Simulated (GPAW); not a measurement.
Crystal: As.

```
As
1.0
     1.88080    1.08588    3.51406
    -1.88080    1.08588    3.51406
     0.00000   -2.17176    3.51406
As
2
Direct
  0.22600 0.22600 0.22600
  0.77400 0.77400 0.77400
```

| Quantity | Value |
| --- | --- |
| Program | GPAW 26.7.0 |
| Task | relaxation of cell and atoms |
| Functional | PBE |
| Dispersion | D3(BJ) |
| Potentials or basis | GPAW PAW data sets (gpaw-data 1.2.1) |
| Cutoff | 600 eV |
| Basis | pw |
| k mesh | 6 × 6 × 6 |
| Occupations | fermi-dirac, width 0.05 eV |
| Spin | no spin polarisation |

At the start: pressure 0.6 GPa; volume 21.53 Å³/atom.

Task: Where does the relaxation end?

Result: Over 10 steps the energy falls by 8.6 meV/atom and the volume is 21.04 Å³/atom (-2.3 %); space group R-3m (No. 166, to 0.05 Å).

Step by step:
```csv
step,energy change (eV),largest force (eV/Å),pressure (GPa),volume (Å³)
1,0.0000,0.3785,0.59,43.06
2,-0.0041,0.2679,0.16,43.13
3,-0.0092,0.0113,-0.75,43.22
4,-0.0102,0.0310,-0.82,43.14
5,-0.0142,0.1284,-0.64,42.59
6,-0.0159,0.1176,-0.19,42.16
7,-0.0167,0.0602,0.17,41.97
8,-0.0170,0.0123,0.29,41.97
9,-0.0171,0.0080,0.25,42.01
10,-0.0172,0.0163,0.12,42.09
```

Final structure:
```yaml
crystal:
  lattice:
    - [1.89281, 1.09282, 3.39101]
    - [-1.89281, 1.09282, 3.39101]
    - [0.00000, -2.18563, 3.39101]
  atoms:
    - { symbol: As, position: [0.22924, 0.22924, 0.22924] }
    - { symbol: As, position: [0.77076, 0.77076, 0.77076] }
```

Caveat: later steps reuse the first step's grids; pairwise dispersion overbinds metals, which lowers pressure and volume.
